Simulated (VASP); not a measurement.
Here is a VASP 6.6.1 calculation.

The input INCAR:

```
SYSTEM = TaH
  ALGO = Fast
  EDIFF = 1E-6
  EDIFFG = -0.005
  ENCUT = 600
  GGA = PE
  IBRION = 2
  ISIF = 3
  ISMEAR = 0
  LASPH = .TRUE.
  LCHARG = .FALSE.
  LREAL = .FALSE.
  LWAVE = .FALSE.
  NELM = 60
  NSW = 60
  PREC = Accurate
  SIGMA = 0.05
```

Contents of KPOINTS:

```
k-points
0
G
  11 11 7
  0 0 0
```

Contents of POSCAR:

```
TaH
1.0
    2.8793200000      0.0000000000      0.0000000000
   -1.4396600000      2.4935600000      0.0000000000
    0.0000000000      0.0000000000      3.6549300000
Ta H
1 1
Direct
    0.0000000000      0.0000000000      0.5000000000
    0.0000000000      0.0000000000      0.0000000000
```

Potentials or basis: VASP PAW PBE potentials, release 64 (Ta_pv, H).

Command:

```console
$ cat potpaw_PBE.64/Ta_pv/POTCAR potpaw_PBE.64/H/POTCAR > POTCAR
$ mpirun -np 1 vasp_std > vasp.out
```

Task: Predict the space group after relaxing (to 0.05 Å).

Result: P6/mmm (No. 191).

Task: Estimate the relaxed cell.

Result: a = 2.881 Å, b = 2.881 Å, c = 3.660 Å, α = 90.00°, β = 90.00°, γ = 120.00°.

Final structure:
```
CELL_PARAMETERS angstrom
2.88116 0.00000 0.00000
-1.44058 2.49515 0.00000
0.00000 0.00000 3.65957
ATOMIC_POSITIONS crystal
Ta 0.00000 0.00000 0.50000
H 0.00000 0.00000 0.00000
```

The run has no spin-orbit coupling, so splittings on Ta are missing.
